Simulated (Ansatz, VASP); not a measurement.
This is a calculation of CdInS2 for VASP 6.6.1.

File INCAR:

```
PREC     = Accurate       # precision mode
ENCUT    = 520            # plane-wave cutoff, eV
EDIFF    = 1E-6           # SCF threshold, eV
ISMEAR   = 0              # smearing method
SIGMA    = 0.05           # smearing width, eV
LREAL    = False          # projectors in reciprocal space
LASPH    = True           # aspherical terms in the spheres
NELM     = 100            # most SCF steps
ALGO     = Normal         # electronic algorithm
ISIF     = 2              # what is computed and relaxed
LWAVE    = False          # write WAVECAR
LCHARG   = True           # write CHGCAR
GGA      = RP             # functional
LELF     = True           # ELF
LVHAR    = True         
NBANDS   = 26             # bands
```

Contents of KPOINTS:

```
Automatic mesh
0
Gamma
  8 8 4
```

File POSCAR:

```
CdInS2
1.0
    3.8694961422      0.0000000000      0.0000000000
   -1.9347480711      3.3510819590      0.0000000000
    0.0000000000      0.0000000000      6.8105290000
In Cd S
1 1 2
Direct
    0.0000000000      0.0000000000      0.5000000000
    0.0000000000      0.0000000000      0.0000000000
    0.3333333333      0.6666666667      0.2449510000
    0.6666666667      0.3333333333      0.7550490000
```

Potentials or basis: VASP PAW PBE potentials, release 64 (In_d, Cd, S).

Launch:

```bash
$ cat potpaw_PBE.64/In_d/POTCAR potpaw_PBE.64/Cd/POTCAR potpaw_PBE.64/S/POTCAR > POTCAR
$ mpirun -np 1 vasp_std > vasp.out
```

Task: Translate it to Ansatz 0.2.0. Potentials there: all-electron LAPW, scalar-relativistic.

Result: As run (the cutoff follows the program's own potentials):

File input.yaml:

```yaml
crystal:
  lattice:
    - [3.8694961422, 0.0, 0.0]
    - [-1.9347480711, 3.351081959, 0.0]
    - [0.0, 0.0, 6.810529]
  atoms:
    - { symbol: In, position: [0.0, 0.0, 0.5] }
    - { symbol: Cd, position: [0.0, 0.0, 0.0] }
    - { symbol: S, position: [0.3333333333, 0.6666666667, 0.244951] }
    - { symbol: S, position: [0.6666666667, 0.3333333333, 0.755049] }
kpoints:
  mp_grid: { grid: [8, 8, 4] }
scf:
  occupations: { method: gaussian, width: 0.05 }
hamiltonian:
  xc: rpbe
  pseudopotentials: { kind: all_electron, lapw: { basis_error: 0.002 } }
output:
  forces: true
  stress: true
  eigenvalues: true
```

Potentials or basis: all-electron LAPW, scalar-relativistic.

Command:

```bash
$ ansatz run input.yaml --threads 2 --pin off --max-ram 6144MiB --backend cpu --events-out ev --progress --plain --runs-dir out
```

Both were run:

|  | VASP | Ansatz | Ansatz less VASP |
| --- | --- | --- | --- |
| gap on the k mesh at the Fermi level (eV) | none | none | - |
| pressure (GPa) | 2.3 | 2.2 | -0.11 |
| largest component of the traceless stress (GPa) | 0.24 | 0.21 | -0.029 |
| rms of the force components (eV/Å) | 0.001 | 0.010 | +0.0082 |

Atom by atom the forces differ by 0.011 eV/Å (rms over components). A gap of «none» marks a metal or a gap that the smearing closes. Ansatz ran all-electron here, so the differences hold the error of VASP's frozen core and of both bases.

Caveats: the PAW data sets were made with another functional, which shifts forces and pressure a little (VASP).
